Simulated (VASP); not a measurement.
Here is a VASP 6.6.1 calculation.

Contents of INCAR:

```
SYSTEM = SnSe2
PREC = Accurate ; ENCUT = 520
EDIFF = 1E-6 ; ISMEAR = 0
SIGMA = 0.02 ; LREAL = .False.
LASPH = .True. ; NELM = 100
ALGO = Fast ; ISIF = 2
LWAVE = .False. ; LCHARG = .False.
GGA = PS ; ICORELEVEL = 1
```

Contents of KPOINTS:

```
regular mesh
0
Gamma
  8 8 5
  0 0 0
```

Contents of POSCAR:

```
SnSe2
1.0
    3.8110000000      0.0000000000      0.0000000000
   -1.9055000000      3.3004228138      0.0000000000
    0.0000000000      0.0000000000      6.1360000000
Sn Se
1 2
Direct
    0.0000000000      0.0000000000      0.0000000000
    0.6666666667      0.3333333333      0.7510000000
    0.3333333333      0.6666666667      0.2490000000
```

Potentials or basis: VASP PAW PBE potentials, release 64 (Sn_d, Se).

Run with:

```bash
$ cat potpaw_PBE.64/Sn_d/POTCAR potpaw_PBE.64/Se/POTCAR > POTCAR
$ mpirun -np 1 vasp_std > vasp.out
```

Task: Estimate the band gap on the k mesh.

Result: 0.74 eV, indirect (least direct gap 1.00 eV).

Task: Predict the pressure.

Result: 2.6 GPa.

Task: Estimate the largest force.

Result: 0.622 eV/Å.

Core levels (eV, on the scale of the bands):
```tsv
atom	levels
1 Sn	1s -28998.5, 2s -4369.9, 2p -3921.6, 3s -836.2, 3p -689.7, 3d -464.4, 4s -125.1, 4p -80.9
2 Se	1s -12492.7, 2s -1596.2, 2p -1402.6, 3s -202.9, 3p -142.4, 3d -42.6
3 Se	1s -12492.7, 2s -1596.2, 2p -1402.6, 3s -202.9, 3p -142.4, 3d -42.6
```

Caveat: the PAW data sets were made with another functional, which shifts forces and pressure a little; spin-orbit coupling is left out, which moves the levels of the heavy elements; an odd mesh through Γ misses points on the zone boundary, where band edges often lie; this functional lacks dispersion, which binds the layers, so the pressure and a relaxed spacing across them are unreliable.
